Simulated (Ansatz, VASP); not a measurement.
**One calculation of CuI, two programs**

```xyz
4
Lattice="4.4451 0.0000 0.0000 -2.2226 3.8496 0.0000 0.0000 0.0000 7.3691" Properties=species:S:1:pos:R:3 pbc="T T T"
Cu    0.0000    2.5664    1.8423
Cu    2.2226    1.2832    5.5268
I     2.2226    1.2832    1.8423
I     0.0000    2.5664    5.5268
```

Change from the starting cell: hydrostatic strain +1.6%.

Alike in both runs: task single point; functional r2SCAN; k mesh 6 × 6 × 4; no spin polarisation.

|  | VASP | Ansatz |
| --- | --- | --- |
| version | VASP 6.6.1 | Ansatz 0.2.0 |
| potentials or method | VASP PAW PBE potentials, release 64 (Cu, I) | plane waves, PAW |
| plane-wave cutoff (eV) | 520 | 500 |
| occupations | gaussian, width 0.01 eV | fixed |
| valence electrons in the cell | 36 | 72 |

```tsv
	VASP	Ansatz	Ansatz less VASP
gap on the k mesh at the Fermi level (eV)	1.53	1.53	-0.001
pressure (GPa)	-1.6	-1.6	+0.02
largest component of the traceless stress (GPa)	1.16	1.13	-0.027
```

The two sets of potentials don't hold the same shells in valence.

Caveats: the PAW data sets were made with another functional, which shifts forces and pressure a little (VASP); spin-orbit coupling is left out, which moves the levels of the heavy elements. A k mesh can miss the band edges.
